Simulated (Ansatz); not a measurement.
Skutterudite CoSb₃ was calculated with rVV10 (PAW; Ansatz, a quantum-chemistry and plane-wave program).

Settings: plane-wave cutoff 520 eV, 6×6×6 k mesh, Fermi–Dirac smearing 0.01 eV, no spin polarisation, scalar-relativistic PAW data made under PBE.

Cell (relaxed at this level):

Space group Im-3 (No. 204); a = b = c = 9.2129 Å, α = β = γ = 90.00°

| atom | site | symmetry | x | y | z |
|---|---|---|---|---|---|
| Co | 8c | .-3. | 0.2500 | 0.2500 | 0.2500 |
| Sb | 24g | m.. | 0.0000 | 0.3333 | 0.1586 |
(The calculation used a cell of 16 atoms; values per cell refer to that cell.)

**Question.** What does this level give for the bulk modulus, band gap and pressure derivative B′ of the bulk modulus?

**Answer.** 
bulk modulus: 78.3 GPa
band gap: 0.06 eV
pressure derivative B′ of the bulk modulus: 4.8

Measured, for comparison: band gap 0.63 eV (temperature not stated, not corrected to a static lattice; as tabulated in Kim et al. (2020), doi:10.1038/s41597-020-00723-8); bulk modulus 95 ± 5 GPa (room temperature, not corrected to a static lattice, our sources range from 85.0 to 95.0; as tabulated in Alexeev et al. (2016), arXiv:1601.07731). Computed (rounded) less measured: bulk modulus -18 % (-8 % to -18 % over the range).

Note: the bulk modulus comes from volumes at which shape and atoms were relaxed.

Spin–orbit coupling is not included; it can close the smallest gap of 0.06 eV.

Computed values are for the static lattice.

Computing time: very roughly 24 core-minutes.
